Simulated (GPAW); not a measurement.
# AlN (P6_3/mmc) in GPAW: convergence with smearing function

Aim: find how far smearing function must go before the results for AlN settle, at PBE. This setting moves, with any that are tied to it; all else stays.

All numbers are computed with GPAW 26.7.0; they aren't measurements. Logs are shortened: lines on timing, memory, paths and dates and some standing lists are left out, and cuts for length are marked. The log counts tension as positive stress, the text compression.

### Step 1. The crystal as given

Symmetry: P6_3/mmc, No. 194, hexagonal system. Conventional cell: a = 3.312 Å, b = 3.312 Å, c = 4.188 Å, α = 90.00°, β = 90.00°, γ = 120.00°. Al (site symmetry -6m2) is surrounded by 5 N at 1.91 to 2.09 Å. N (site symmetry -6m2) is surrounded by 5 Al at 1.91 to 2.09 Å.

Measurements of this composition are mostly on another form, of space group No. 186.

### Step 2. With smearing function fermi-dirac

Input file run.py:

```python
from ase.dft.bandgap import bandgap
from ase.io import read, write
from ase.units import GPa
from gpaw import GPAW, PW

atoms = read('AlN.xyz')

calc = GPAW(mode=PW(800),
            xc='PBE',
            kpts={'size': (7, 7, 5), 'gamma': True},
            occupations={'name': 'fermi-dirac', 'width': 0.1},
            nbands=18,
            convergence={'density': 1e-05, 'energy': 1e-05},
            maxiter=100,
            txt='gpaw.txt')
atoms.calc = calc
energy = atoms.get_potential_energy()
forces = atoms.get_forces()
stress = atoms.get_stress()
calc.write('gs.gpw')
write('result.traj', atoms)
print(f'Energy: {energy:.6f} eV')
print('Forces (eV/A):')
print(forces.round(4))
print('Stress (GPa):', (stress / GPa).round(3))
print('Fermi level:', round(calc.get_fermi_level(), 4), 'eV')
print(f'Gap: {bandgap(calc)[0]:.4f} eV, direct: {bandgap(calc, direct=True)[0]:.4f} eV')
```

Input file AlN.xyz:

```xyz
4
Lattice="3.3121157418 0.0000000000 0.0000000000 -1.6560578709 2.8683763727 0.0000000000 0.0000000000 0.0000000000 4.1875630000" Properties=species:S:1:pos:R:3 pbc="T T T"
Al     1.6560578711      0.9561254575      1.0468907500
Al    -0.0000000002      1.9122509152      3.1406722500
N      1.6560578711      0.9561254575      3.1406722500
N     -0.0000000002      1.9122509152      1.0468907500
```

Potentials or basis: GPAW PAW data sets (gpaw-data 1.2.1), pw.

Command:

```console
> OMP_NUM_THREADS=1 python run.py
```

gpaw.txt:

```text
__  _  _
 | _ |_)|_||  |
 |__||  | ||/\| - 26.7.0

Input parameters:
  mode=PW(ecut=800.0),
  convergence={'density': 1e-05, 'energy': 1e-05},
  kpts=MonkhorstPack(size=(7, 7, 5), gamma=True),
  maxiter=100,
  nbands=18,
  occupations=Occupations(name='fermi-dirac', width=0.1),
  xc=XC(name='PBE')

Diagonalizing LCAO Hamiltonian
Converting LCAO to pw mode

        Al N

        N  Al

Atoms  # Å, Bohr magnetons
|   | symbol |         x |        y |        z |    initial magnetic moments |
|---|--------|-----------|----------|----------|-----------------------------|
| 0 |     Al |  1.656058 | 0.956125 | 1.046891 | ( 0.0000,  0.0000,  0.0000) |
| 1 |     Al | -0.000000 | 1.912251 | 3.140672 | ( 0.0000,  0.0000,  0.0000) |
| 2 |      N |  1.656058 | 0.956125 | 3.140672 | ( 0.0000,  0.0000,  0.0000) |
| 3 |      N | -0.000000 | 1.912251 | 1.046891 | ( 0.0000,  0.0000,  0.0000) |

Unit cell  # Å
| periodic |         x |        y |        z |  lengths |     angles |
|----------|-----------|----------|----------|----------|------------|
|      yes |  3.312116 | 0.000000 | 0.000000 | 3.312116 |  90.000000 |
|      yes | -1.656058 | 2.868376 | 0.000000 | 3.312116 |  90.000000 |
|      yes |  0.000000 | 0.000000 | 4.187563 | 4.187563 | 120.000000 |

Number of symmetries: 12
Symmetry operations  # r_c * U_cc + t_c -> r_c
|    | kind |            matrix            |
|----|------|------------------------------|
|  0 |  σ   |  1, 1, 0,  0,-1, 0,  0, 0, 1 |
|  1 |  S6  |  1, 1, 0, -1, 0, 0,  0, 0,-1 |
|  2 |  E   |  1, 0, 0,  0, 1, 0,  0, 0, 1 |
|  3 |  C2  |  1, 0, 0, -1,-1, 0,  0, 0,-1 |
|  4 |  C2  |  0, 1, 0,  1, 0, 0,  0, 0,-1 |
|  5 |  C3  |  0, 1, 0, -1,-1, 0,  0, 0, 1 |
|  6 |  S6  |  0,-1, 0,  1, 1, 0,  0, 0,-1 |
|  7 |  σ   |  0,-1, 0, -1, 0, 0,  0, 0, 1 |
|  8 |  σ   | -1, 0, 0,  1, 1, 0,  0, 0, 1 |
|  9 |  i   | -1, 0, 0,  0,-1, 0,  0, 0,-1 |
| 10 |  C3  | -1,-1, 0,  1, 0, 0,  0, 0, 1 |
| 11 |  C2  | -1,-1, 0,  0, 1, 0,  0, 0,-1 |

BZ-sampling:
  Number of BZ points: 245
  Number of IBZ points: 32

  Monkhorst-Pack size: [7, 7, 5]
  Monkhorst-Pack shift: [0, 0, 0]

K-points  # in reciprocal-cell coordinates
|     |                                coordinates |     weight |
|-----|--------------------------------------------|------------|
|   0 | (  0.00000000,   0.00000000,   0.00000000) | 0.00408163 |
|   1 | (  0.00000000,   0.00000000,   0.20000000) | 0.00816327 |
|   2 | (  0.00000000,   0.00000000,   0.40000000) | 0.00816327 |
|   3 | (  0.14285714,   0.00000000,  -0.40000000) | 0.02448980 |
|   4 | (  0.14285714,   0.00000000,  -0.20000000) | 0.02448980 |
|   5 | (  0.14285714,   0.00000000,   0.00000000) | 0.02448980 |
|   6 | (  0.14285714,   0.00000000,   0.20000000) | 0.02448980 |
|   7 | (  0.14285714,   0.00000000,   0.40000000) | 0.02448980 |
|   8 | (  0.28571429,  -0.14285714,   0.00000000) | 0.02448980 |
|   9 | (  0.28571429,  -0.14285714,   0.20000000) | 0.04897959 |
| ... |                                            |            |
|  31 | (  0.42857143,   0.42857143,   0.40000000) | 0.04897959 |

Plane wave coefficients: 2065
Cutoff: 800.0 eV

Spin-components: 1 (collinear spins)
Bands:           18
Projectors:      20
Spin-degeneracy: 2
Datatype:        complex128

Parallelization:
  kpt:    1
  domain: 1
  band:   1

Density:
  Valence electrons: 16.0
  Components: 1
  Grid points: [24 24 28]
  Charge: 0.0  # |e|

Potential:
  Grid points: [24 24 28]

species:
  Al:
    name:    Aluminium
    Z:       13.0
    valence: 3
    core:    10
    charge:  0.0  # [|e|]
    compensation charges:
      type: gauss
      rc: 0.34  # [Å]
      lmax: 2
    cutoffs:
      filter: 1.91  # [Å]
      core: 2.36  # [Å]
    projectors
    | kind |    occ | energy [eV] | rcut [Å] |
    |------|--------|-------------|----------|
    |   3s |  2.000 |      -7.753 |    1.085 |
    |   3p |  1.000 |      -2.712 |    1.085 |
    |    s |        |      19.459 |    1.085 |
    |    p |        |      24.499 |    1.085 |
    |    d |        |       0.000 |    1.085 |

    Using partial waves for Al as LCAO basis

  N:
    name:    Nitrogen
    Z:       7.0
    valence: 5
    core:    2
    charge:  0.0  # [|e|]
    compensation charges:
      type: gauss
      rc: 0.18  # [Å]
      lmax: 2
    cutoffs:
      filter: 1.11  # [Å]
      core: 0.96  # [Å]
    projectors
    | kind |    occ | energy [eV] | rcut [Å] |
    |------|--------|-------------|----------|
    |   2s |  2.000 |     -18.583 |    0.603 |
    |   2p |  3.000 |      -7.089 |    0.529 |
    |    s |        |       8.629 |    0.603 |
    |    p |        |      20.123 |    0.529 |
    |    d |        |       0.000 |    0.577 |

    Using partial waves for N as LCAO basis

Reference energy: -16170.289538  # eV

eigensolver:
  PPCG
  Converge bands: occupied
  niter=2

density mixing:
  MSR1-Mixer
  Pratt-step length: 0.05
  Maximum mixing coefficient: 0.75
  Old densities: 10
  SVD Regularization: 0.005
  Good broyden scale: 1.0
  Trust region scale: 1.0
  Backstep threshold: 4.0
  History deletion threshold: 6.0
  Fourier metric: weight=20.0, sigma=0.015

occupation numbers:
  Fermi-Dirac:
    width: 0.1000  # eV

poisson solver:
  ecut: 6400.0  # eV

xc functional:
  name: PBE with 2 nearest neighbor stencil

convergence criteria:
- Maximum integral of absolute [dens]ity change: 1e-05 electrons / valence electron
- Maximum [total energy] change in last 3 cyles: 1e-05 eV / valence electron
- Maximum integral of absolute [eigenst]ate change: 4e-08 eV^2 / valence electron
maximum number of iterations: 100

SCF iterations
|iter     | |      energy | eigst |  dens |
|---------|-|-------------|-------|-------|
|iter:   1| |  -33.084029 | -0.11 |       |
|iter:   2| |  -32.111634 | -2.03 | -0.57 |
|iter:   3| |  -29.239237 | -0.80 | -0.62 |
|iter:   4| |  -29.261111 | -2.90 | -1.26 |
|iter:   5| |  -29.273464 | -3.47 | -1.56 |
|iter:   6| |  -29.273586 | -5.32 | -2.74 |
|iter:   7| |  -29.273607c| -6.38 | -3.15 |
|iter:   8| |  -29.273607c| -8.40c| -4.30 |
|iter:   9| |  -29.273607c| -8.14c| -4.83 |
|iter:  10| |  -29.273607c| -9.27c| -5.67c|

Converged in 10 steps
Energy contributions relative to reference atoms: (reference = -16170.289538)

Energy contributions:
  Kinetic:          28.256190
  Coulomb:         -23.144004
  Zero:              0.159735
  External:          0.000000
  Xc:              -34.545528
  Entropy:          -0.000000
  Spinorbit:         0.000000
  ----------------------------
  Free energy:     -29.273607
  Extrapolated:    -29.273607

dipole moment: (-0.000001, -0.000001, -0.000001)  # |e|*Ang

Fermi level: 9.605
Eigenvalues  # (at kpt = [0.000, 0.000, 0.000])
| band index |      eig [eV] | occ [0-2] |
|------------|---------------|-----------|
|          0 |        -8.823 |     2.000 |
|          1 |        -5.191 |     2.000 |
|          2 |         1.091 |     2.000 |
|          3 |         4.689 |     2.000 |
|          4 |         4.689 |     2.000 |
|          5 |         6.352 |     2.000 |
[... 8 lines left out ...]
|         14 |        19.774 |     0.000 |
|         15 |        19.911 |     0.000 |
|        ... |               |           |
|         17 |        20.746 |     0.000 |

Gap: 3.266 eV
Transition (v -> c):
  (s=0, k=0, n=7, [0.00, 0.00, 0.00]) -> (s=0, k=0, n=8, [0.00, 0.00, 0.00])
No difference between direct/indirect transitions

Forces  # eV/Ang
|        x |       y |        z |
|----------|---------|----------|
|  0.00000 | 0.00000 | -0.00000 |  # Al   0
|  0.00000 | 0.00000 |  0.00000 |  # Al   1
| -0.00000 | 0.00000 |  0.00000 |  # N    2
|  0.00000 | 0.00000 | -0.00000 |  # N    3

Stress tensor  # eV/Ang^3
|         x |         y |         z |
|-----------|-----------|-----------|
| -0.008674 |  0.000000 |  0.000000 |
|  0.000000 | -0.008674 |  0.000000 |
|  0.000000 |  0.000000 | -0.004464 |

# Writing to gs.gpw (mode='')
```

Run time: 22 s. Hardware: 1 thread of Arm Neoverse V2, shared host; peak memory 0.17 GiB.

Results:

```yaml
Free_energy: -29.2736 eV
Pressure: 1.2 GPa
Band_gap_on_the_k_mesh: 3.27 eV, direct
```

### Step 3. With smearing function gaussian

Changes to run.py since step 2:

```diff
@@ -10,3 +10,3 @@
             kpts={'size': (7, 7, 5), 'gamma': True},
-            occupations={'name': 'fermi-dirac', 'width': 0.1},
+            occupations={'name': 'methfessel-paxton', 'order': 0, 'width': 0.1},
             nbands=18,
```

AlN.xyz is that of step 2.

Potentials or basis: GPAW PAW data sets (gpaw-data 1.2.1), pw.

Command:

```console
> OMP_NUM_THREADS=1 python run.py
```

Run time: 20 s. Hardware: 1 thread of Arm Neoverse V2, shared host; peak memory 0.17 GiB.

The run converged. Its results:

```yaml
Free_energy: -29.2736 eV
Pressure: 1.2 GPa
Band_gap_on_the_k_mesh: 3.27 eV, direct
```

### Step 4. With smearing function marzari-vanderbilt

Changes to run.py since step 3:

```diff
@@ -10,3 +10,3 @@
             kpts={'size': (7, 7, 5), 'gamma': True},
-            occupations={'name': 'methfessel-paxton', 'order': 0, 'width': 0.1},
+            occupations={'name': 'marzari-vanderbilt', 'width': 0.1},
             nbands=18,
```

AlN.xyz is that of step 3.

Command:

```console
> OMP_NUM_THREADS=1 python run.py
```

Wall time 20 s (1 thread of Arm Neoverse V2, shared host); peak memory 0.17 GiB.

Results (log left out):

```yaml
Free_energy: -29.2735 eV
Pressure: 1.2 GPa
Band_gap_on_the_k_mesh: 3.27 eV, direct
```

### Step 5. With smearing function methfessel-paxton

Changes to run.py since step 4:

```diff
@@ -10,3 +10,3 @@
             kpts={'size': (7, 7, 5), 'gamma': True},
-            occupations={'name': 'marzari-vanderbilt', 'width': 0.1},
+            occupations={'name': 'methfessel-paxton', 'width': 0.1, 'order': 1},
             nbands=18,
```

AlN.xyz is that of step 4.

Command:

```console
> OMP_NUM_THREADS=1 python run.py
```

Run time: 20 s. Hardware: 1 thread of Arm Neoverse V2, shared host; peak memory 0.17 GiB.

Results (log left out):

```yaml
Free_energy: -29.2736 eV
Pressure: 1.2 GPa
Band_gap_on_the_k_mesh: 3.27 eV, direct
```

### Step 6. With smearing function tetrahedron-method

Changes to run.py since step 5:

```diff
@@ -10,3 +10,3 @@
             kpts={'size': (7, 7, 5), 'gamma': True},
-            occupations={'name': 'methfessel-paxton', 'width': 0.1, 'order': 1},
+            occupations={'name': 'tetrahedron-method'},
             nbands=18,
```

AlN.xyz is that of step 5.

Potentials or basis: GPAW PAW data sets (gpaw-data 1.2.1), pw.

Command:

```console
> OMP_NUM_THREADS=1 python run.py
```

Wall time 20 s (1 thread of Arm Neoverse V2, shared host); peak memory 0.17 GiB.

The run converged. Its results:

- Free energy: -29.2736 eV
- Pressure: 1.2 GPa
- Band gap on the k mesh: 3.27 eV, direct

### Step 7. With smearing function improved-tetrahedron-method

Changes to run.py since step 6:

```diff
@@ -10,3 +10,3 @@
             kpts={'size': (7, 7, 5), 'gamma': True},
-            occupations={'name': 'tetrahedron-method'},
+            occupations={'name': 'improved-tetrahedron-method'},
             nbands=18,
```

AlN.xyz is that of step 6.

Command:

```console
> OMP_NUM_THREADS=1 python run.py
```

Run time: 20 s. Hardware: 1 thread of Arm Neoverse V2, shared host; peak memory 0.17 GiB.

The run converged. Its results:

| Item | Value |
| --- | --- |
| Free energy | -29.2736 eV |
| Pressure | 1.2 GPa |
| Band gap on the k mesh | 3.27 eV, direct |

### Step 8. With smearing function fixed

Changes to run.py since step 7:

```diff
@@ -10,3 +10,3 @@
             kpts={'size': (7, 7, 5), 'gamma': True},
-            occupations={'name': 'improved-tetrahedron-method'},
+            occupations={'width': 0.0},
             nbands=18,
```

AlN.xyz is that of step 7.

Command:

```console
> OMP_NUM_THREADS=1 python run.py
```

Run time: 20 s. Hardware: 1 thread of Arm Neoverse V2, shared host; peak memory 0.17 GiB.

The run converged. Its results:

| Quantity | Value |
| --- | --- |
| Free energy | -29.2736 eV |
| Pressure | 1.2 GPa |
| Band gap on the k mesh | 3.27 eV, direct |

### Step 9. Result

```csv
smearing function,"energy less the tightest run, at zero smearing (meV/atom)",SCF cycles,CPU time (s),peak memory (GiB)
fermi-dirac,0.00,10,22,0.17
gaussian,0.00,10,20,0.17
marzari-vanderbilt,0.02,10,20,0.17
methfessel-paxton,0.00,10,20,0.17
tetrahedron-method,0.00,10,20,0.17
improved-tetrahedron-method,0.00,10,20,0.17
fixed,0.00,10,20,0.17
```

Against the tightest run, the energy stays within 1 meV/atom from fermi-dirac on. The tightest run that finished is the yardstick and may itself not be fully converged.
